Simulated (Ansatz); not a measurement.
**Rhodium, fcc under LDA: convergence with the Methfessel-Paxton smearing**

Aim: find which Methfessel-Paxton smearing width is enough for energy and pressure. The geometry was relaxed under LDA beforehand and stays fixed; 7 values are run, from 0.01 to 1.0 eV. Wanted are the values from which on the energy stays within 10 and 1 meV/atom, and the pressure within 0.5 GPa, of the narrowest run. Within the series other settings stay, but some runs also write fields, which adds to their time. Spin polarisation is left out.

Method: DFT LDA, plane waves with PAW, scalar-relativistic, in Ansatz 0.2.0.

## (1) The system as given

It takes space group Fm-3m (No. 225, cubic). The conventional cell has a = 3.755 Å, b = 3.755 Å, c = 3.755 Å, α = 90.00°, β = 90.00°, γ = 90.00°. Around Rh (site symmetry m-3m) lie 12 Rh at 2.66 Å.

As a file:

```
Rh
1.0
     0.00000    1.87762    1.87762
     1.87762    0.00000    1.87762
     1.87762    1.87762    0.00000
Rh
1
Direct
  0.00000 0.00000 0.00000
```

## (2) Width 0.01 eV

The run at 0.01 eV.

input.yaml

```yaml
crystal:
  lattice:
    - [0.0, 1.8776226225, 1.8776226225]
    - [1.8776226225, 0.0, 1.8776226225]
    - [1.8776226225, 1.8776226225, 0.0]
  atoms:
    - { symbol: Rh, position: [0.0, 0.0, 0.0] }
hamiltonian:
  xc: lda
  pseudopotentials:
    kind: paw
    azcp:
      Rh: "pseudopotentials/Rh.paw.azcp"
basis:
  ecutwfc: 420
  fft_grid_basis: typed
kpoints:
  mp_grid: { grid: [14, 14, 14], shift: [0, 0, 0] }
magnetization:
  spin_polarized: false
scf:
  occupations: { method: methfessel_paxton, width: 0.01 }
  lower_state_search: "off"
output:
  stress: true
```

Command:

```
> ansatz run input.yaml --threads 2 --pin off --max-ram 5120MiB --backend cpu --events-out ev --progress --plain --runs-dir out
```

Log (excerpt; [...] marks lines left out):

```text
Warning: <dir> the record states the generating functional pbe (its physics header spells it `PBE`), which answers neither for hamiltonian.xc's functional nor for the lda family's — results may be inconsistent (PPs are generated against a specific XC)
Warning: RAYON_NUM_THREADS=2 ignored (pool sized by the plan → 2); use --threads N
[...]
Pseudopotentials: kind: paw
Pseudopotential: Rh, paw, valence charge 17, recommended cutoff 420 eV (normal), <dir>
Functional definition: SPW92
[...]
Crystal: 1 atoms, lattice volume = 13.239 Å³
Basis set: ecut = 420 eV, 259 PW (Γ)
Bands: 13, of which v1, the nominal top of the filled ones, is band 9 counted from 1 (8 counted from 0)
Symmetry: 48 space group operations
Space group: Fm-3m (ITA 225), of the structure as read, at distance tolerance 2.4e-5 Å
k-points: 104 of 2744
[...]
SCF iter   1: F=—  HF=-6278.649933 eV  |F-HF|=—  |Δ(HF+E_count)|=         —  Δρ=1.01e-2  dr2=6.84e-3  ethr=1.77e-3  ⟨swp⟩=5.3  Hψ=7628  notcnv=0
[...]
SCF iter   6: F=-6278.647943 eV  HF=-6278.647943 eV  |F-HF|=1.76e-10  |Δ(HF+E_count)|=   5.93e-9  S|Δr|=    0.00e0  Δρ=3.15e-6  dr2=3.50e-10  ethr=1.64e-10  ⟨swp⟩=1.5  Hψ=4007  notcnv=0
[...]
SCF converged after 6 iterations
Stability not checked: this state was not tested for a lower state beside it, because cold or Methfessel-Paxton smearing, or corrected tetrahedra, fill the levels in a way that the test cannot read (fill_not_monotonic; see scf.lower_state_search)
Free energy (F): -6278.647943 eV
[...]
E sigma→0 (E₀):  -6278.647941 eV
Entropy (-TS):   -0.000008 eV (-0.008 meV/atom)
Fermi energy:    23.129875 eV
Step filling:    the computed levels leave a gap of 0.0000 eV = 0.0 smearing widths at the electron count; against every level under it full and every level over it empty, smearing changes F+E_penalty+E_count by -0.013 meV and its σ→0 estimate by -0.011 meV
[...]
--- Stress (GPa, compression-positive) ---
       -0.424931       0.000000      -0.000000
        0.000000      -0.424931      -0.000000
       -0.000000       0.000000      -0.424931
  P = ⅓ Tr σ = -0.4249 GPa (-4.249 kbar)
```

Run time: 0.79 s. Hardware: 2 threads of Intel Xeon Platinum 8259CL at 2.50GHz (Skylake/Cascade Lake), shared host; peak memory 0.33 GiB.

## (3) Width 0.03 eV

The run at 0.03 eV.

Changes to input.yaml since step 2:

```diff
@@ -21,3 +21,3 @@
 scf:
-  occupations: { method: methfessel_paxton, width: 0.01 }
+  occupations: { method: methfessel_paxton, width: 0.03 }
   lower_state_search: "off"
```

Command:

```
> ansatz run input.yaml --threads 2 --pin off --max-ram 5120MiB --backend cpu --events-out ev --progress --plain --runs-dir out
```

Log (excerpt; [...] marks lines left out):

```text
Warning: <dir> the record states the generating functional pbe (its physics header spells it `PBE`), which answers neither for hamiltonian.xc's functional nor for the lda family's — results may be inconsistent (PPs are generated against a specific XC)
Warning: RAYON_NUM_THREADS=2 ignored (pool sized by the plan → 2); use --threads N
[...]
Pseudopotentials: kind: paw
Pseudopotential: Rh, paw, valence charge 17, recommended cutoff 420 eV (normal), <dir>
Functional definition: SPW92
[...]
Crystal: 1 atoms, lattice volume = 13.239 Å³
Basis set: ecut = 420 eV, 259 PW (Γ)
Bands: 13, of which v1, the nominal top of the filled ones, is band 9 counted from 1 (8 counted from 0)
Symmetry: 48 space group operations
Space group: Fm-3m (ITA 225), of the structure as read, at distance tolerance 2.4e-5 Å
k-points: 104 of 2744
[...]
SCF iter   1: F=—  HF=-6278.649947 eV  |F-HF|=—  |Δ(HF+E_count)|=         —  Δρ=1.02e-2  dr2=6.94e-3  ethr=1.77e-3  ⟨swp⟩=5.2  Hψ=7512  notcnv=0
[...]
SCF iter   6: F=-6278.647911 eV  HF=-6278.647911 eV  |F-HF|=4.91e-11  |Δ(HF+E_count)|=  2.46e-10  S|Δr|=    0.00e0  Δρ=2.72e-6  dr2=1.64e-10  ethr=8.76e-11  ⟨swp⟩=1.6  Hψ=3955  notcnv=0
[...]
SCF converged after 6 iterations
Stability not checked: this state was not tested for a lower state beside it, because cold or Methfessel-Paxton smearing, or corrected tetrahedra, fill the levels in a way that the test cannot read (fill_not_monotonic; see scf.lower_state_search)
Free energy (F): -6278.647911 eV
[...]
E sigma→0 (E₀):  -6278.647921 eV
Entropy (-TS):   0.000038 eV (0.038 meV/atom)
Fermi energy:    23.127319 eV
Step filling:    the computed levels leave a gap of 0.0000 eV = 0.0 smearing widths at the electron count; against every level under it full and every level over it empty, smearing changes F+E_penalty+E_count by +0.019 meV and its σ→0 estimate by +9.65e-3 meV
[...]
--- Stress (GPa, compression-positive) ---
       -0.426025       0.000000       0.000000
        0.000000      -0.426025       0.000000
       -0.000000      -0.000000      -0.426025
  P = ⅓ Tr σ = -0.4260 GPa (-4.260 kbar)
```

Run time: 0.78 s. Hardware: 2 threads of Intel Xeon Platinum 8259CL at 2.50GHz (Skylake/Cascade Lake), shared host; peak memory 0.3 GiB.

## (4) Width 0.1 eV

The run at 0.1 eV.

Changes to input.yaml since step 3:

```diff
@@ -21,3 +21,3 @@
 scf:
-  occupations: { method: methfessel_paxton, width: 0.03 }
+  occupations: { method: methfessel_paxton, width: 0.1 }
   lower_state_search: "off"
```

Command:

```
> ansatz run input.yaml --threads 2 --pin off --max-ram 5120MiB --backend cpu --events-out ev --progress --plain --runs-dir out
```

Log (excerpt; [...] marks lines left out):

```text
Warning: <dir> the record states the generating functional pbe (its physics header spells it `PBE`), which answers neither for hamiltonian.xc's functional nor for the lda family's — results may be inconsistent (PPs are generated against a specific XC)
Warning: RAYON_NUM_THREADS=2 ignored (pool sized by the plan → 2); use --threads N
[...]
Pseudopotentials: kind: paw
Pseudopotential: Rh, paw, valence charge 17, recommended cutoff 420 eV (normal), <dir>
Functional definition: SPW92
[...]
Crystal: 1 atoms, lattice volume = 13.239 Å³
Basis set: ecut = 420 eV, 259 PW (Γ)
Bands: 13, of which v1, the nominal top of the filled ones, is band 9 counted from 1 (8 counted from 0)
Symmetry: 48 space group operations
Space group: Fm-3m (ITA 225), of the structure as read, at distance tolerance 2.4e-5 Å
k-points: 104 of 2744
[...]
SCF iter   1: F=—  HF=-6278.650420 eV  |F-HF|=—  |Δ(HF+E_count)|=         —  Δρ=1.05e-2  dr2=7.24e-3  ethr=1.77e-3  ⟨swp⟩=4.8  Hψ=7367  notcnv=0
[...]
SCF iter   6: F=-6278.648244 eV  HF=-6278.648244 eV  |F-HF|=6.60e-10  |Δ(HF+E_count)|=   1.02e-8  S|Δr|=    0.00e0  Δρ=3.90e-6  dr2=1.07e-9  ethr=2.83e-10  ⟨swp⟩=2.0  Hψ=4156  notcnv=0
[...]
SCF converged after 6 iterations
Stability not checked: this state was not tested for a lower state beside it, because cold or Methfessel-Paxton smearing, or corrected tetrahedra, fill the levels in a way that the test cannot read (fill_not_monotonic; see scf.lower_state_search)
Free energy (F): -6278.648244 eV
[...]
E sigma→0 (E₀):  -6278.647991 eV
Entropy (-TS):   -0.001010 eV (-1.010 meV/atom)
Fermi energy:    23.136911 eV
Step filling:    the computed levels leave a gap of 0.0000 eV = 0.0 smearing widths at the electron count; against every level under it full and every level over it empty, smearing changes F+E_penalty+E_count by -0.308 meV and its σ→0 estimate by -0.055 meV
[...]
--- Stress (GPa, compression-positive) ---
       -0.413732       0.000000      -0.000000
        0.000000      -0.413732      -0.000000
        0.000000       0.000000      -0.413732
  P = ⅓ Tr σ = -0.4137 GPa (-4.137 kbar)
```

Wall time 0.78 s (2 threads of Intel Xeon Platinum 8259CL at 2.50GHz (Skylake/Cascade Lake), shared host); peak memory 0.33 GiB.

## (5) Width 0.2 eV

The run at 0.2 eV.

Changes to input.yaml since step 4:

```diff
@@ -21,3 +21,3 @@
 scf:
-  occupations: { method: methfessel_paxton, width: 0.1 }
+  occupations: { method: methfessel_paxton, width: 0.2 }
   lower_state_search: "off"
```

Command:

```
> ansatz run input.yaml --threads 2 --pin off --max-ram 5120MiB --backend cpu --events-out ev --progress --plain --runs-dir out
```

Log (excerpt; [...] marks lines left out):

```text
Warning: <dir> the record states the generating functional pbe (its physics header spells it `PBE`), which answers neither for hamiltonian.xc's functional nor for the lda family's — results may be inconsistent (PPs are generated against a specific XC)
Warning: RAYON_NUM_THREADS=2 ignored (pool sized by the plan → 2); use --threads N
[...]
Pseudopotentials: kind: paw
Pseudopotential: Rh, paw, valence charge 17, recommended cutoff 420 eV (normal), <dir>
Functional definition: SPW92
[...]
Crystal: 1 atoms, lattice volume = 13.239 Å³
Basis set: ecut = 420 eV, 259 PW (Γ)
Bands: 13, of which v1, the nominal top of the filled ones, is band 9 counted from 1 (8 counted from 0)
Symmetry: 48 space group operations
Space group: Fm-3m (ITA 225), of the structure as read, at distance tolerance 2.4e-5 Å
k-points: 104 of 2744
[...]
SCF iter   1: F=—  HF=-6278.650807 eV  |F-HF|=—  |Δ(HF+E_count)|=         —  Δρ=1.03e-2  dr2=7.26e-3  ethr=1.77e-3  ⟨swp⟩=4.6  Hψ=7137  notcnv=0
[...]
SCF iter   6: F=-6278.648695 eV  HF=-6278.648695 eV  |F-HF|=3.00e-10  |Δ(HF+E_count)|=   1.06e-8  S|Δr|=    0.00e0  Δρ=2.78e-6  dr2=4.95e-10  ethr=2.21e-10  ⟨swp⟩=1.5  Hψ=4086  notcnv=0
[...]
SCF converged after 6 iterations
Stability not checked: this state was not tested for a lower state beside it, because cold or Methfessel-Paxton smearing, or corrected tetrahedra, fill the levels in a way that the test cannot read (fill_not_monotonic; see scf.lower_state_search)
Free energy (F): -6278.648695 eV
[...]
E sigma→0 (E₀):  -6278.649019 eV
Entropy (-TS):   0.001295 eV (1.295 meV/atom)
Fermi energy:    23.156461 eV
Step filling:    the computed levels leave a gap of 0.0000 eV = 0.0 smearing widths at the electron count; against every level under it full and every level over it empty, smearing changes F+E_penalty+E_count by -0.765 meV and its σ→0 estimate by -1.089 meV
[...]
--- Stress (GPa, compression-positive) ---
       -0.462646       0.000000      -0.000000
        0.000000      -0.462646       0.000000
        0.000000       0.000000      -0.462646
  P = ⅓ Tr σ = -0.4626 GPa (-4.626 kbar)
```

It took 0.77 s on 2 threads of Intel Xeon Platinum 8259CL at 2.50GHz (Skylake/Cascade Lake), shared host; peak memory 0.33 GiB.

## (6) Width 0.3 eV

The run at 0.3 eV.

Changes to input.yaml since step 5:

```diff
@@ -21,3 +21,3 @@
 scf:
-  occupations: { method: methfessel_paxton, width: 0.2 }
+  occupations: { method: methfessel_paxton, width: 0.3 }
   lower_state_search: "off"
```

Command:

```
> ansatz run input.yaml --threads 2 --pin off --max-ram 5120MiB --backend cpu --events-out ev --progress --plain --runs-dir out
```

Log (excerpt; [...] marks lines left out):

```text
Warning: <dir> the record states the generating functional pbe (its physics header spells it `PBE`), which answers neither for hamiltonian.xc's functional nor for the lda family's — results may be inconsistent (PPs are generated against a specific XC)
Warning: RAYON_NUM_THREADS=2 ignored (pool sized by the plan → 2); use --threads N
[...]
Pseudopotentials: kind: paw
Pseudopotential: Rh, paw, valence charge 17, recommended cutoff 420 eV (normal), <dir>
Functional definition: SPW92
[...]
Crystal: 1 atoms, lattice volume = 13.239 Å³
Basis set: ecut = 420 eV, 259 PW (Γ)
Bands: 13, of which v1, the nominal top of the filled ones, is band 9 counted from 1 (8 counted from 0)
Symmetry: 48 space group operations
Space group: Fm-3m (ITA 225), of the structure as read, at distance tolerance 2.4e-5 Å
k-points: 104 of 2744
[...]
SCF iter   1: F=—  HF=-6278.649200 eV  |F-HF|=—  |Δ(HF+E_count)|=         —  Δρ=1.02e-2  dr2=7.42e-3  ethr=1.77e-3  ⟨swp⟩=4.2  Hψ=6840  notcnv=0
[...]
SCF iter   6: F=-6278.647082 eV  HF=-6278.647082 eV  |F-HF|=6.62e-10  |Δ(HF+E_count)|=   1.97e-8  S|Δr|=    0.00e0  Δρ=6.30e-6  dr2=1.14e-9  ethr=3.39e-10  ⟨swp⟩=2.8  Hψ=4271  notcnv=0
[...]
SCF converged after 6 iterations
Stability not checked: this state was not tested for a lower state beside it, because cold or Methfessel-Paxton smearing, or corrected tetrahedra, fill the levels in a way that the test cannot read (fill_not_monotonic; see scf.lower_state_search)
Free energy (F): -6278.647082 eV
[...]
E sigma→0 (E₀):  -6278.648757 eV
Entropy (-TS):   0.006700 eV (6.700 meV/atom)
Fermi energy:    23.177810 eV
Step filling:    the computed levels leave a gap of 0.0000 eV = 0.0 smearing widths at the electron count; against every level under it full and every level over it empty, smearing changes F+E_penalty+E_count by +0.851 meV and its σ→0 estimate by -0.824 meV
[...]
--- Stress (GPa, compression-positive) ---
       -0.544653       0.000000      -0.000000
        0.000000      -0.544653       0.000000
       -0.000000      -0.000000      -0.544653
  P = ⅓ Tr σ = -0.5447 GPa (-5.447 kbar)
```

It took 0.78 s on 2 threads of Intel Xeon Platinum 8259CL at 2.50GHz (Skylake/Cascade Lake), shared host; peak memory 0.33 GiB.

## (7) Width 0.6 eV

The run at 0.6 eV.

Changes to input.yaml since step 6:

```diff
@@ -21,3 +21,3 @@
 scf:
-  occupations: { method: methfessel_paxton, width: 0.3 }
+  occupations: { method: methfessel_paxton, width: 0.6 }
   lower_state_search: "off"
@@ -25 +25,5 @@
   stress: true
+  write_density: true
+  write_potential: true
+  elf: true
+  volumetric_format: npy
```

Command:

```
> ansatz run input.yaml --threads 2 --pin off --max-ram 5120MiB --backend cpu --events-out ev --progress --plain --runs-dir out
```

Log (excerpt; [...] marks lines left out):

```text
Warning: <dir> the record states the generating functional pbe (its physics header spells it `PBE`), which answers neither for hamiltonian.xc's functional nor for the lda family's — results may be inconsistent (PPs are generated against a specific XC)
Warning: RAYON_NUM_THREADS=2 ignored (pool sized by the plan → 2); use --threads N
[...]
Pseudopotentials: kind: paw
Pseudopotential: Rh, paw, valence charge 17, recommended cutoff 420 eV (normal), <dir>
Functional definition: SPW92
[...]
Crystal: 1 atoms, lattice volume = 13.239 Å³
Basis set: ecut = 420 eV, 259 PW (Γ)
Bands: 13, of which v1, the nominal top of the filled ones, is band 9 counted from 1 (8 counted from 0)
Symmetry: 48 space group operations
Space group: Fm-3m (ITA 225), of the structure as read, at distance tolerance 2.4e-5 Å
k-points: 104 of 2744
[...]
SCF iter   1: F=—  HF=-6278.645850 eV  |F-HF|=—  |Δ(HF+E_count)|=         —  Δρ=1.04e-2  dr2=7.76e-3  ethr=1.77e-3  ⟨swp⟩=4.2  Hψ=6619  notcnv=0
[...]
SCF iter   6: F=-6278.643597 eV  HF=-6278.643597 eV  |F-HF|=5.72e-10  |Δ(HF+E_count)|=   1.80e-8  S|Δr|=    0.00e0  Δρ=6.06e-6  dr2=9.95e-10  ethr=3.15e-10  ⟨swp⟩=5.6  Hψ=7132  notcnv=0
[...]
SCF converged after 6 iterations
Stability not checked: this state was not tested for a lower state beside it, because cold or Methfessel-Paxton smearing, or corrected tetrahedra, fill the levels in a way that the test cannot read (fill_not_monotonic; see scf.lower_state_search)
Free energy (F): -6278.643597 eV
[...]
E sigma→0 (E₀):  -6278.642779 eV
Entropy (-TS):   -0.003273 eV (-3.273 meV/atom)
Fermi energy:    23.171068 eV
Step filling:    the computed levels leave a gap of 0.0000 eV = 0.0 smearing widths at the electron count; against every level under it full and every level over it empty, smearing changes F+E_penalty+E_count by +4.341 meV and its σ→0 estimate by +5.159 meV
[...]
--- Stress (GPa, compression-positive) ---
       -0.274023      -0.000000      -0.000000
       -0.000000      -0.274023      -0.000000
       -0.000000      -0.000000      -0.274023
  P = ⅓ Tr σ = -0.2740 GPa (-2.740 kbar)
--- Band table (eV; the first three rows and the last of 104) ---
  k-point 0: bands = ["-55.6710", "-23.1465", "-23.1465", "-23.1465", "14.8386", "19.8821", "19.8821", "19.8821", "22.1349", "22.1349", "38.9128", "44.3955", "44.3955"]
[...]
```

It took 1.1 s on 2 threads of Intel Xeon Platinum 8259CL at 2.50GHz (Skylake/Cascade Lake), shared host; peak memory 0.33 GiB.

## (8) Width 1.0 eV

The run at 1.0 eV.

Changes to input.yaml since step 7:

```diff
@@ -21,3 +21,3 @@
 scf:
-  occupations: { method: methfessel_paxton, width: 0.6 }
+  occupations: { method: methfessel_paxton, width: 1.0 }
   lower_state_search: "off"
@@ -25,5 +25 @@
   stress: true
-  write_density: true
-  write_potential: true
-  elf: true
-  volumetric_format: npy
```

Command:

```
> ansatz run input.yaml --threads 2 --pin off --max-ram 5120MiB --backend cpu --events-out ev --progress --plain --runs-dir out
```

Log (excerpt; [...] marks lines left out):

```text
Warning: <dir> the record states the generating functional pbe (its physics header spells it `PBE`), which answers neither for hamiltonian.xc's functional nor for the lda family's — results may be inconsistent (PPs are generated against a specific XC)
Warning: RAYON_NUM_THREADS=2 ignored (pool sized by the plan → 2); use --threads N
band count auto-derived: 14 (N_el = 17.0; filled up to band 9; 13 by the electrons, moments and atoms)
[...]
Pseudopotentials: kind: paw
Pseudopotential: Rh, paw, valence charge 17, recommended cutoff 420 eV (normal), <dir>
Functional definition: SPW92
[...]
Crystal: 1 atoms, lattice volume = 13.239 Å³
Basis set: ecut = 420 eV, 259 PW (Γ)
Bands: 14, of which v1, the nominal top of the filled ones, is band 9 counted from 1 (8 counted from 0)
Symmetry: 48 space group operations
Space group: Fm-3m (ITA 225), of the structure as read, at distance tolerance 2.4e-5 Å
k-points: 104 of 2744
[...]
SCF iter   1: F=—  HF=-6278.657114 eV  |F-HF|=—  |Δ(HF+E_count)|=         —  Δρ=1.07e-2  dr2=7.06e-3  ethr=1.77e-3  ⟨swp⟩=4.4  Hψ=6941  notcnv=0
[...]
SCF iter   6: F=-6278.654925 eV  HF=-6278.654925 eV  |F-HF|=1.98e-10  |Δ(HF+E_count)|=   5.27e-9  S|Δr|=    0.00e0  Δρ=2.86e-6  dr2=4.21e-10  ethr=1.86e-10  ⟨swp⟩=2.0  Hψ=4295  notcnv=0
[...]
SCF converged after 6 iterations
Stability not checked: this state was not tested for a lower state beside it, because cold or Methfessel-Paxton smearing, or corrected tetrahedra, fill the levels in a way that the test cannot read (fill_not_monotonic; see scf.lower_state_search)
Free energy (F): -6278.654925 eV
[...]
E sigma→0 (E₀):  -6278.642182 eV
Entropy (-TS):   -0.050971 eV (-50.971 meV/atom)
Fermi energy:    23.117928 eV
Step filling:    the computed levels leave a gap of 0.0000 eV = 0.0 smearing widths at the electron count; against every level under it full and every level over it empty, smearing changes F+E_penalty+E_count by -6.972 meV and its σ→0 estimate by +5.770 meV
[...]
--- Stress (GPa, compression-positive) ---
        0.570490       0.000000       0.000000
       -0.000000       0.570490       0.000000
       -0.000000       0.000000       0.570490
  P = ⅓ Tr σ = 0.5705 GPa (5.705 kbar)
```

It took 0.8 s on 2 threads of Intel Xeon Platinum 8259CL at 2.50GHz (Skylake/Cascade Lake), shared host; peak memory 0.33 GiB.

## (9) All values side by side

Energies count from the run at 0.01 eV.

```csv
smearing (eV),F (meV/atom),E(σ → 0) (meV/atom),P (GPa),SCF cycles,CPU time
0.01,0.00,0.00,-0.42,6,1.3 s
0.03,0.03,0.02,-0.43,6,1.3 s
0.1,-0.30,-0.05,-0.41,6,1.3 s
0.2,-0.75,-1.08,-0.46,6,1.2 s
0.3,0.86,-0.82,-0.54,6,1.3 s
0.6,4.35,5.16,-0.27,6,1.8 s
1.0,-6.98,5.76,0.57,6,1.3 s
```

## (10) Outcome

| quantity | value |
| --- | --- |
| E(σ → 0) stays within 10 meV/atom of 0.01 eV | up to 1.0 eV |
| E(σ → 0) stays within 1 meV/atom | up to 0.1 eV |
| pressure stays within 0.5 GPa | up to 0.6 eV |
| pressure at 0.01 eV | -0.42 GPa |
| energy of a separate run on a finer mesh (24×24×24) | -1.1 meV/atom from 0.01 eV |

The far end, 1.0 eV, lies +5.8 meV/atom and +1.0 GPa from the yardstick. Over the range F shifts by -7.0 meV/atom, while E(σ → 0) shifts by +5.8. This scheme cancels the term in the square of the width, so F moves little up to 0.2 eV. The mesh (14×14×14) is fixed, so the narrowest widths carry a k-point error of their own. The yardstick itself is unsettled by 1.1 meV/atom against the finer mesh, so the thresholds above hold only within this series, and wider smearing, which averages over more states, can land nearer the fine-mesh value than the narrowest does. The cell taken over is 4 % smaller than the measured one (13.75 Å³/atom, COD).
